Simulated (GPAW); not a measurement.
# Au (Im-3m) in GPAW: settings compared

One crystal, Au, is run at these levels: GLLB-SC, PBE; tasks: single point, eps q, RPA correlation energy.

Everything below comes from runs of GPAW 26.7.0. Logs are shortened: lines on timing, memory, paths and dates and some standing lists are left out, and cuts for length are marked. The log counts tension as positive stress, the text compression.

## 1. The structure

It takes space group Im-3m (No. 229, cubic). The conventional cell has a = 3.315 Å, b = 3.315 Å, c = 3.315 Å, α = 90.00°, β = 90.00°, γ = 90.00°. Au (site symmetry m-3m) is surrounded by 8 Au at 2.87 Å.

This isn't the form of Au at room conditions, which is fcc.

## 2. Single point, GLLB-SC

run.py reads:

```python
from ase.dft.bandgap import bandgap
from ase.io import read, write
from gpaw import GPAW, PW

atoms = read('POSCAR')

calc = GPAW(mode=PW(450),
            xc='GLLBSC',
            kpts={'size': (9, 9, 9), 'gamma': True},
            occupations={'name': 'fermi-dirac', 'width': 0.05},
            nbands=14,
            maxiter=120,
            txt='gpaw.txt')
atoms.calc = calc
energy = atoms.get_potential_energy()
calc.write('gs.gpw')
write('result.traj', atoms)
print('Fermi level:', round(calc.get_fermi_level(), 4), 'eV')
print(f'Gap: {bandgap(calc)[0]:.4f} eV, direct: {bandgap(calc, direct=True)[0]:.4f} eV')
```

POSCAR reads:

```
Au
1.0
   -1.6572690000      1.6572690000      1.6572690000
    1.6572690000     -1.6572690000      1.6572690000
    1.6572690000      1.6572690000     -1.6572690000
Au
1
Direct
    0.0000000000      0.0000000000      0.0000000000
```

Potentials or basis: the program's PAW data sets (release 1.2.1) made for this functional, pw.

Started as:

```
> OMP_NUM_THREADS=1 python run.py
```

gpaw.txt:

```text
___ ___ ___ _ _ _
 |   |   |_  | | | |
 | | | | | . | | | |
 |__ |  _|___|_____|  26.7.0
 |___|_|

Input parameters:
  kpts: {gamma: True,
         size: (9, 9, 9)}
  maxiter: 120
  mode: {ecut: 450.00000000000006,
         name: pw}
  nbands: 14
  occupations: {name: fermi-dirac,
                width: 0.05}
  xc: GLLBSC

System changes: positions, numbers, cell, pbc, initial_charges, initial_magmoms

Initialize ...

species:
  Au:
    name:    Gold
    Z:       79.0
    valence: 11
    core:    68
    charge:  0.0  # [|e|]
    compensation charges:
      type: gauss
      rc: 0.42  # [Å]
      lmax: 2
    cutoffs:
      filter: 2.33  # [Å]
      core: 2.81  # [Å]
    projectors
    | kind |    occ | energy [eV] | rcut [Å] |
    |------|--------|-------------|----------|
    |   6s |  1.000 |      -8.451 |    1.323 |
    |   6p |  0.000 |      -2.319 |    1.323 |
    |   5d | 10.000 |      -9.981 |    1.323 |
    |    s |        |      18.761 |    1.323 |
    |    p |        |      24.893 |    1.323 |
    |    d |        |      17.230 |    1.323 |

    Using partial waves for Au as LCAO basis

Reference energy: -516458.818851  # eV

Spin-paired calculation

Convergence criteria:
 Maximum [total energy] change in last 3 cyles: 0.0005 eV / valence electron
 Maximum integral of absolute [dens]ity change: 0.0001 electrons / valence electron
 Maximum integral of absolute [eigenst]ate change: 4e-08 eV^2 / valence electron
 Maximum number of scf [iter]ations: 120
 (Square brackets indicate name in SCF output, whereas a 'c' in
 the SCF output indicates the quantity has converged.)

Symmetries present (total): 48

  ( 1  1  1)  ( 1  1  1)  ( 1  1  1)  ( 1  1  1)  ( 1  1  1)  ( 1  1  1)
  ( 0  0 -1)  ( 0  0 -1)  ( 0 -1  0)  ( 0 -1  0)  (-1  0  0)  (-1  0  0)
  ( 0 -1  0)  (-1  0  0)  ( 0  0 -1)  (-1  0  0)  ( 0  0 -1)  ( 0 -1  0)

  ( 1  0  0)  ( 1  0  0)  ( 1  0  0)  ( 1  0  0)  ( 1  0  0)  ( 1  0  0)
  ( 0  1  0)  ( 0  1  0)  ( 0  0  1)  ( 0  0  1)  (-1 -1 -1)  (-1 -1 -1)
  ( 0  0  1)  (-1 -1 -1)  ( 0  1  0)  (-1 -1 -1)  ( 0  1  0)  ( 0  0  1)

  ( 0  1  0)  ( 0  1  0)  ( 0  1  0)  ( 0  1  0)  ( 0  1  0)  ( 0  1  0)
  ( 1  0  0)  ( 1  0  0)  ( 0  0  1)  ( 0  0  1)  (-1 -1 -1)  (-1 -1 -1)
  ( 0  0  1)  (-1 -1 -1)  ( 1  0  0)  (-1 -1 -1)  ( 1  0  0)  ( 0  0  1)

  ( 0  0  1)  ( 0  0  1)  ( 0  0  1)  ( 0  0  1)  ( 0  0  1)  ( 0  0  1)
  ( 1  0  0)  ( 1  0  0)  ( 0  1  0)  ( 0  1  0)  (-1 -1 -1)  (-1 -1 -1)
  ( 0  1  0)  (-1 -1 -1)  ( 1  0  0)  (-1 -1 -1)  ( 1  0  0)  ( 0  1  0)

  ( 0  0 -1)  ( 0  0 -1)  ( 0  0 -1)  ( 0  0 -1)  ( 0  0 -1)  ( 0  0 -1)
  ( 1  1  1)  ( 1  1  1)  ( 0 -1  0)  ( 0 -1  0)  (-1  0  0)  (-1  0  0)
  ( 0 -1  0)  (-1  0  0)  ( 1  1  1)  (-1  0  0)  ( 1  1  1)  ( 0 -1  0)

  ( 0 -1  0)  ( 0 -1  0)  ( 0 -1  0)  ( 0 -1  0)  ( 0 -1  0)  ( 0 -1  0)
  ( 1  1  1)  ( 1  1  1)  ( 0  0 -1)  ( 0  0 -1)  (-1  0  0)  (-1  0  0)
  ( 0  0 -1)  (-1  0  0)  ( 1  1  1)  (-1  0  0)  ( 1  1  1)  ( 0  0 -1)

  (-1  0  0)  (-1  0  0)  (-1  0  0)  (-1  0  0)  (-1  0  0)  (-1  0  0)
  ( 1  1  1)  ( 1  1  1)  ( 0  0 -1)  ( 0  0 -1)  ( 0 -1  0)  ( 0 -1  0)
  ( 0  0 -1)  ( 0 -1  0)  ( 1  1  1)  ( 0 -1  0)  ( 1  1  1)  ( 0  0 -1)

  (-1 -1 -1)  (-1 -1 -1)  (-1 -1 -1)  (-1 -1 -1)  (-1 -1 -1)  (-1 -1 -1)
  ( 1  0  0)  ( 1  0  0)  ( 0  1  0)  ( 0  1  0)  ( 0  0  1)  ( 0  0  1)
  ( 0  1  0)  ( 0  0  1)  ( 1  0  0)  ( 0  0  1)  ( 1  0  0)  ( 0  1  0)

729 k-points: 9 x 9 x 9 Monkhorst-Pack grid
35 k-points in the irreducible part of the Brillouin zone
       k-points in crystal coordinates                weights
   0:     0.00000000    0.00000000    0.00000000          1/729
   1:     0.11111111    0.00000000    0.00000000         12/729
   2:     0.11111111    0.11111111   -0.11111111          6/729
   3:     0.22222222    0.00000000   -0.11111111         24/729
   4:     0.22222222    0.00000000    0.00000000         12/729
   5:     0.22222222    0.11111111   -0.11111111         24/729
   6:     0.22222222    0.22222222   -0.22222222          6/729
   7:     0.33333333   -0.11111111   -0.11111111          8/729
   8:     0.33333333    0.00000000   -0.11111111         48/729
   9:     0.33333333    0.00000000    0.00000000         12/729
          ...
  34:     0.44444444    0.44444444    0.44444444          8/729

Wave functions: Plane wave expansion
  Cutoff energy: 450.000 eV
  Number of coefficients (min, max): 381, 402
  Pulay-stress correction: 0.000000 eV/Ang^3 (de/decut=0.000000)
  Using FFTW library
  ScaLapack parameters: grid=1x1, blocksize=None
  Wavefunction extrapolation:
    Improved wavefunction reuse through dual PAW basis

Occupation numbers: Fermi-Dirac:
  width: 0.0500  # eV

Eigensolver
   Davidson(niter=2)

Densities:
  Coarse grid: 15*15*15 grid
  Fine grid: 30*30*30 grid
  Total Charge: 0.000000

Density mixing:
  Method: separate
  Backend: msr1
  Linear mixing parameter: 0.05
  old densities: 10
  Width of damping distribution: 1.1
  Damping of long wavelength oscillations: 20

Hamiltonian:
  XC and Coulomb potentials evaluated on a 30*30*30 grid
  Using the GLLBSC Exchange-Correlation functional
  External potential:
    NoExternalPotential

XC parameters: GLLBSC functional being used consists of
  -----------------------------------------------------------------------
  | Weight | Module     | Description                                   |
  -----------------------------------------------------------------------
  |  1.000 | SCREENING  | GGA_X_PBE_SOL with 2 nearest neighbor stencil |
  |  1.000 | RESPONSE   | eps=0.0500 eV                                 |
  |  1.000 | XC         | GGA_C_PBE_SOL with 2 nearest neighbor stencil |
  -----------------------------------------------------------------------

Number of atoms: 1
Number of atomic orbitals: 9
Number of bands in calculation: 14
Number of valence electrons: 11
Bands to converge: occupied

... initialized

Initializing position-dependent things.

Density initialized from atomic densities
Creating initial wave functions:
  9 bands from LCAO basis set
  5 bands from random numbers

       Au

Atomic positions and initial magnetic moments

Positions:
   0 Au     0.000000    0.000000    0.000000    ( 0.0000,  0.0000,  0.0000)

Unit cell:
           periodic     x           y           z      points  spacing
  1. axis:    yes   -1.657269    1.657269    1.657269    15     0.1562
  2. axis:    yes    1.657269   -1.657269    1.657269    15     0.1562
  3. axis:    yes    1.657269    1.657269   -1.657269    15     0.1562

  Lengths:   2.870474   2.870474   2.870474
  Angles:  109.471221 109.471221 109.471221

Effective grid spacing dv^(1/3) = 0.1754

iter:   1    -3.861045
iter:   2    -3.468918   -1.94  -1.29
iter:   3    -3.492801   -4.15  -1.60
iter:   4    -3.570310   -4.05  -1.66
iter:   5    -3.694574   -3.93  -1.91
iter:   6    -3.762585   -4.59  -2.26
iter:   7    -3.697638   -4.24  -2.18
iter:   8    -3.680325   -4.99  -2.35
iter:   9    -3.680216   -6.52  -2.53
iter:  10    -3.651931   -4.66  -2.54
iter:  11    -3.646356   -5.58  -3.18
iter:  12    -3.646293   -7.22  -4.05c
iter:  13    -3.647040c  -7.76c -4.39c

Converged after 13 iterations.

Dipole moment: (0.000000, -0.000000, -0.000000) |e|*Ang

Energy contributions relative to reference atoms: (reference = -516458.818851)

Kinetic:        +19.694432
Potential:      -20.079393
External:        +0.000000
XC:              -3.446180
Entropy (-ST):   -0.004275
Local:           +0.186239
SIC:             +0.000000
--------------------------
Free energy:     -3.649177
Extrapolated:    -3.647040

GLLBSC response reference energy: 6.66644 eV (from Fermi level)

Showing only first 2 kpts
 Kpt  Band  Eigenvalues  Occupancy
  0     3      2.02919    2.00000
  0     4      3.67425    2.00000
  0     5      3.67425    2.00000
  0     6     25.11995    0.00000

  1     3      2.31255    2.00000
  1     4      3.55082    2.00000
  1     5      3.68354    2.00000
  1     6     24.25005    0.00000

Fermi level: 6.66547

No gap
No difference between direct/indirect transitions
Writing to gs.gpw (mode='')
```

Run time: 4.4 s. Hardware: 1 thread of Arm Neoverse V2, shared host; peak memory 0.15 GiB.

What came out:

- Band gap on the k mesh, Kohn-Sham part alone: none (metal or under the smearing width)

Caveat: a model potential gives levels but no total energy. Spin-orbit coupling is left out, which matters for the levels of Au.

## 3. Eps q, GLLB-SC

run.py reads:

```python
import numpy as np
from ase.dft.bandgap import bandgap
from ase.io import read, write
from gpaw import GPAW, PW
from gpaw.response.df import DielectricFunction

atoms = read('POSCAR')

calc = GPAW(mode=PW(450),
            xc='GLLBSC',
            kpts={'size': (9, 9, 9), 'gamma': True},
            occupations={'name': 'fermi-dirac', 'width': 0.05},
            nbands=14,
            convergence={'density': 1e-06},
            maxiter=75,
            txt='gpaw.txt')
atoms.calc = calc
energy = atoms.get_potential_energy()
calc.write('gs.gpw')
write('result.traj', atoms)
print('Fermi level:', round(calc.get_fermi_level(), 4), 'eV')
print(f'Gap: {bandgap(calc)[0]:.4f} eV, direct: {bandgap(calc, direct=True)[0]:.4f} eV')

dense = calc.fixed_density(kpts={'size': (18, 18, 18), 'gamma': True},
                           nbands=22, convergence={'bands': 16, 'eigenstates': 1e-7},
                           update_fermi_level=True, txt='dense.txt')
dense.write('dense.gpw', mode='all')

df = DielectricFunction('dense.gpw', frequencies=np.array([0.0]), hilbert=False, eta=0.001,
                        ecut=60, nbands=16, txt='df.txt')
for q_c in [[0.0555555556, 0.0555555556, 0.0], [0.1111111111, 0.1111111111, 0.0], [0.1666666667, 0.1666666667, 0.0], [0.2777777778, 0.2777777778, 0.0], [0.5, 0.5, 0.0], [0.7222222222, 0.7222222222, 0.0], [0.9444444444, 0.9444444444, 0.0], [0.0555555556, 0.0, 0.0], [0.1111111111, 0.0, 0.0], [0.1666666667, 0.0, 0.0], [0.2777777778, 0.0, 0.0], [0.5, 0.0, 0.0], [0.7222222222, 0.0, 0.0], [0.9444444444, 0.0, 0.0]]:
    e0, e = df.get_dielectric_function(xc='RPA', q_c=q_c, filename=None)
    q = np.linalg.norm(2 * np.pi * np.array(q_c) @ atoms.cell.reciprocal())
    print(q_c, f'|q| = {q:.4f} 1/A: eps {e0[0].real:.4f} without, {e[0].real:.4f} with local fields')
```

POSCAR is that of step 2.

Potentials or basis: the program's PAW data sets (release 1.2.1) made for this functional, pw.

Started as:

```
> OMP_NUM_THREADS=1 python run.py
```

gpaw.txt:

```text
___ ___ ___ _ _ _
 |   |   |_  | | | |
 | | | | | . | | | |
 |__ |  _|___|_____|  26.7.0
 |___|_|

Input parameters:
  convergence: {density: 1e-06}
  kpts: {gamma: True,
         size: (9, 9, 9)}
  maxiter: 75
  mode: {ecut: 450.00000000000006,
         name: pw}
  nbands: 14
  occupations: {name: fermi-dirac,
                width: 0.05}
  xc: GLLBSC

System changes: positions, numbers, cell, pbc, initial_charges, initial_magmoms

Initialize ...

species:
  Au:
    name:    Gold
    Z:       79.0
    valence: 11
    core:    68
    charge:  0.0  # [|e|]
    compensation charges:
      type: gauss
      rc: 0.42  # [Å]
      lmax: 2
    cutoffs:
      filter: 2.33  # [Å]
      core: 2.81  # [Å]
    projectors
    | kind |    occ | energy [eV] | rcut [Å] |
    |------|--------|-------------|----------|
    |   6s |  1.000 |      -8.451 |    1.323 |
    |   6p |  0.000 |      -2.319 |    1.323 |
    |   5d | 10.000 |      -9.981 |    1.323 |
    |    s |        |      18.761 |    1.323 |
    |    p |        |      24.893 |    1.323 |
    |    d |        |      17.230 |    1.323 |

    Using partial waves for Au as LCAO basis

Reference energy: -516458.818851  # eV

Spin-paired calculation

Convergence criteria:
 Maximum [total energy] change in last 3 cyles: 0.0005 eV / valence electron
 Maximum integral of absolute [dens]ity change: 1e-06 electrons / valence electron
 Maximum integral of absolute [eigenst]ate change: 4e-08 eV^2 / valence electron
 Maximum number of scf [iter]ations: 75
 (Square brackets indicate name in SCF output, whereas a 'c' in
 the SCF output indicates the quantity has converged.)

Symmetries present (total): 48

  ( 1  1  1)  ( 1  1  1)  ( 1  1  1)  ( 1  1  1)  ( 1  1  1)  ( 1  1  1)
  ( 0  0 -1)  ( 0  0 -1)  ( 0 -1  0)  ( 0 -1  0)  (-1  0  0)  (-1  0  0)
  ( 0 -1  0)  (-1  0  0)  ( 0  0 -1)  (-1  0  0)  ( 0  0 -1)  ( 0 -1  0)

  ( 1  0  0)  ( 1  0  0)  ( 1  0  0)  ( 1  0  0)  ( 1  0  0)  ( 1  0  0)
  ( 0  1  0)  ( 0  1  0)  ( 0  0  1)  ( 0  0  1)  (-1 -1 -1)  (-1 -1 -1)
  ( 0  0  1)  (-1 -1 -1)  ( 0  1  0)  (-1 -1 -1)  ( 0  1  0)  ( 0  0  1)

  ( 0  1  0)  ( 0  1  0)  ( 0  1  0)  ( 0  1  0)  ( 0  1  0)  ( 0  1  0)
  ( 1  0  0)  ( 1  0  0)  ( 0  0  1)  ( 0  0  1)  (-1 -1 -1)  (-1 -1 -1)
  ( 0  0  1)  (-1 -1 -1)  ( 1  0  0)  (-1 -1 -1)  ( 1  0  0)  ( 0  0  1)

  ( 0  0  1)  ( 0  0  1)  ( 0  0  1)  ( 0  0  1)  ( 0  0  1)  ( 0  0  1)
  ( 1  0  0)  ( 1  0  0)  ( 0  1  0)  ( 0  1  0)  (-1 -1 -1)  (-1 -1 -1)
  ( 0  1  0)  (-1 -1 -1)  ( 1  0  0)  (-1 -1 -1)  ( 1  0  0)  ( 0  1  0)

  ( 0  0 -1)  ( 0  0 -1)  ( 0  0 -1)  ( 0  0 -1)  ( 0  0 -1)  ( 0  0 -1)
  ( 1  1  1)  ( 1  1  1)  ( 0 -1  0)  ( 0 -1  0)  (-1  0  0)  (-1  0  0)
  ( 0 -1  0)  (-1  0  0)  ( 1  1  1)  (-1  0  0)  ( 1  1  1)  ( 0 -1  0)

  ( 0 -1  0)  ( 0 -1  0)  ( 0 -1  0)  ( 0 -1  0)  ( 0 -1  0)  ( 0 -1  0)
  ( 1  1  1)  ( 1  1  1)  ( 0  0 -1)  ( 0  0 -1)  (-1  0  0)  (-1  0  0)
  ( 0  0 -1)  (-1  0  0)  ( 1  1  1)  (-1  0  0)  ( 1  1  1)  ( 0  0 -1)

  (-1  0  0)  (-1  0  0)  (-1  0  0)  (-1  0  0)  (-1  0  0)  (-1  0  0)
  ( 1  1  1)  ( 1  1  1)  ( 0  0 -1)  ( 0  0 -1)  ( 0 -1  0)  ( 0 -1  0)
  ( 0  0 -1)  ( 0 -1  0)  ( 1  1  1)  ( 0 -1  0)  ( 1  1  1)  ( 0  0 -1)

  (-1 -1 -1)  (-1 -1 -1)  (-1 -1 -1)  (-1 -1 -1)  (-1 -1 -1)  (-1 -1 -1)
  ( 1  0  0)  ( 1  0  0)  ( 0  1  0)  ( 0  1  0)  ( 0  0  1)  ( 0  0  1)
  ( 0  1  0)  ( 0  0  1)  ( 1  0  0)  ( 0  0  1)  ( 1  0  0)  ( 0  1  0)

729 k-points: 9 x 9 x 9 Monkhorst-Pack grid
35 k-points in the irreducible part of the Brillouin zone
       k-points in crystal coordinates                weights
   0:     0.00000000    0.00000000    0.00000000          1/729
   1:     0.11111111    0.00000000    0.00000000         12/729
   2:     0.11111111    0.11111111   -0.11111111          6/729
   3:     0.22222222    0.00000000   -0.11111111         24/729
   4:     0.22222222    0.00000000    0.00000000         12/729
   5:     0.22222222    0.11111111   -0.11111111         24/729
   6:     0.22222222    0.22222222   -0.22222222          6/729
   7:     0.33333333   -0.11111111   -0.11111111          8/729
   8:     0.33333333    0.00000000   -0.11111111         48/729
   9:     0.33333333    0.00000000    0.00000000         12/729
          ...
  34:     0.44444444    0.44444444    0.44444444          8/729

Wave functions: Plane wave expansion
  Cutoff energy: 450.000 eV
  Number of coefficients (min, max): 381, 402
  Pulay-stress correction: 0.000000 eV/Ang^3 (de/decut=0.000000)
  Using FFTW library
  ScaLapack parameters: grid=1x1, blocksize=None
  Wavefunction extrapolation:
    Improved wavefunction reuse through dual PAW basis

Occupation numbers: Fermi-Dirac:
  width: 0.0500  # eV

Eigensolver
   Davidson(niter=2)

Densities:
  Coarse grid: 15*15*15 grid
  Fine grid: 30*30*30 grid
  Total Charge: 0.000000

Density mixing:
  Method: separate
  Backend: msr1
  Linear mixing parameter: 0.05
  old densities: 10
  Width of damping distribution: 1.1
  Damping of long wavelength oscillations: 20

Hamiltonian:
  XC and Coulomb potentials evaluated on a 30*30*30 grid
  Using the GLLBSC Exchange-Correlation functional
  External potential:
    NoExternalPotential

XC parameters: GLLBSC functional being used consists of
  -----------------------------------------------------------------------
  | Weight | Module     | Description                                   |
  -----------------------------------------------------------------------
  |  1.000 | SCREENING  | GGA_X_PBE_SOL with 2 nearest neighbor stencil |
  |  1.000 | RESPONSE   | eps=0.0500 eV                                 |
  |  1.000 | XC         | GGA_C_PBE_SOL with 2 nearest neighbor stencil |
  -----------------------------------------------------------------------

Number of atoms: 1
Number of atomic orbitals: 9
Number of bands in calculation: 14
Number of valence electrons: 11
Bands to converge: occupied

... initialized

Initializing position-dependent things.

Density initialized from atomic densities
Creating initial wave functions:
  9 bands from LCAO basis set
  5 bands from random numbers

       Au

Atomic positions and initial magnetic moments

Positions:
   0 Au     0.000000    0.000000    0.000000    ( 0.0000,  0.0000,  0.0000)

Unit cell:
           periodic     x           y           z      points  spacing
  1. axis:    yes   -1.657269    1.657269    1.657269    15     0.1562
  2. axis:    yes    1.657269   -1.657269    1.657269    15     0.1562
  3. axis:    yes    1.657269    1.657269   -1.657269    15     0.1562

  Lengths:   2.870474   2.870474   2.870474
  Angles:  109.471221 109.471221 109.471221

Effective grid spacing dv^(1/3) = 0.1754

iter:   1    -3.861045
iter:   2    -3.468918   -1.94  -1.29
iter:   3    -3.492801   -4.15  -1.60
iter:   4    -3.570310   -4.05  -1.66
iter:   5    -3.694574   -3.93  -1.91
iter:   6    -3.762585   -4.59  -2.26
iter:   7    -3.697638   -4.24  -2.18
iter:   8    -3.680325   -4.99  -2.35
iter:   9    -3.680216   -6.52  -2.53
iter:  10    -3.651931   -4.66  -2.54
iter:  11    -3.646356   -5.58  -3.18
iter:  12    -3.646293   -7.22  -4.05
iter:  13    -3.647040c  -7.76c -4.39
iter:  14    -3.646660c  -8.31c -4.26
iter:  15    -3.646595c  -9.43c -5.07
iter:  16    -3.646609c -10.87c -5.82
iter:  17    -3.646612c -11.94c -6.66c

Converged after 17 iterations.

Dipole moment: (0.000000, -0.000000, 0.000000) |e|*Ang

Energy contributions relative to reference atoms: (reference = -516458.818851)

Kinetic:        +19.730916
Potential:      -20.115582
External:        +0.000000
XC:              -3.449527
Entropy (-ST):   -0.004275
Local:           +0.189719
SIC:             +0.000000
--------------------------
Free energy:     -3.648750
Extrapolated:    -3.646612

GLLBSC response reference energy: 6.66595 eV (from Fermi level)

Showing only first 2 kpts
 Kpt  Band  Eigenvalues  Occupancy
  0     3      2.03006    2.00000
  0     4      3.67521    2.00000
  0     5      3.67521    2.00000
  0     6     25.11982    0.00000

  1     3      2.31343    2.00000
  1     4      3.55177    2.00000
  1     5      3.68450    2.00000
  1     6     24.25007    0.00000

Fermi level: 6.66595

No gap
No difference between direct/indirect transitions
Writing to gs.gpw (mode='')
```

Wall time 2.6 min (1 thread of Arm Neoverse V2, shared host); peak memory 0.25 GiB.

What came out:

| Property | Result |
| --- | --- |
| Band gap on the k mesh, Kohn-Sham part alone | none (metal or under the smearing width) |

Caveat: a model potential gives levels but no total energy; response on these states lacks terms of the Hamiltonian. The run has no spin-orbit coupling, so splittings on Au are missing.

(Part 1 of 2 ends here.)
